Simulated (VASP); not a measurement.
Set up this calculation in VASP 6.6.1, as the native input.

* Task: relaxation of the atoms
* Functional: PBE
* Potentials or basis: VASP PAW PBE potentials, release 64 (Cu, O_s)
* Cutoff: 300 eV
* k mesh: 3 × 3 × 3
* Occupations: gaussian, width 0.03 eV
* Spin: no spin polarisation
* Further INCAR settings: ALGO = Fast; EDIFF = 1e-07; IBRION = 2; EDIFFG = -0.01; NSW = 40

The structure of Cu2O (Cuprite) lies in POSCAR:

```
Cu2O                                    
1.0
    4.3408514080      0.0000000000     -0.0000000000
    0.0000000000      4.3408514080      0.0000000000
   -0.0000000000      0.0000000000      4.3408514080
  Cu              O             
     4     2
Direct
     0.2500000000000000    0.2500000000000000    0.2500000000000000
     0.2500000000000000    0.7500000000000000    0.7500000000000000
     0.7500000000000000    0.7500000000000000    0.2500000000000000
     0.7500000000000000    0.2500000000000000    0.7500000000000000
     0.0000000000000000    0.0000000000000000    0.0000000000000000
     0.5000000000000000    0.5000000000000000    0.5000000000000000
```

The cell isn't the ideal one: a relaxed cell with its volume scaled by 1.04.

One way to write it, as run:

INCAR

```
PREC     = Accurate       # precision mode
ENCUT    = 300            # plane-wave cutoff, eV
EDIFF    = 1E-7           # SCF threshold, eV
ISMEAR   = 0              # smearing method
SIGMA    = 0.03           # smearing width, eV
LREAL    = False          # projectors in reciprocal space
LASPH    = True           # aspherical terms in the spheres
NELM     = 80             # most SCF steps
ALGO     = Fast           # electronic algorithm
ISIF     = 2              # what is computed and relaxed
LWAVE    = False          # write WAVECAR
LCHARG   = False          # write CHGCAR
GGA      = PE             # functional
IBRION   = 2              # ionic algorithm
NSW      = 40             # ionic steps
EDIFFG   = -0.01          # ionic threshold
KPAR     = 2
```

KPOINTS

```
Automatic mesh
0
Gamma
  3 3 3
```

Potentials or basis: VASP PAW PBE potentials, release 64 (Cu, O_s).

The run is started by

```console
$ cat potpaw_PBE.64/Cu/POTCAR potpaw_PBE.64/O_s/POTCAR > POTCAR
$ mpirun -np 2 vasp_std > vasp.out
```

Results of the run:

The band gap on the k mesh is 0.42 eV, direct.

Caveat: the k mesh is coarse (spacing up to 0.48 Å⁻¹), so the values aren't converged; the relaxation stopped at its first step, so nothing moved.

Run time: 10 s on 2 MPI ranks on Intel(R) Xeon(R) Platinum 8488C (Sapphire Rapids), with other jobs on the host, peak memory 0.13 GiB a rank.
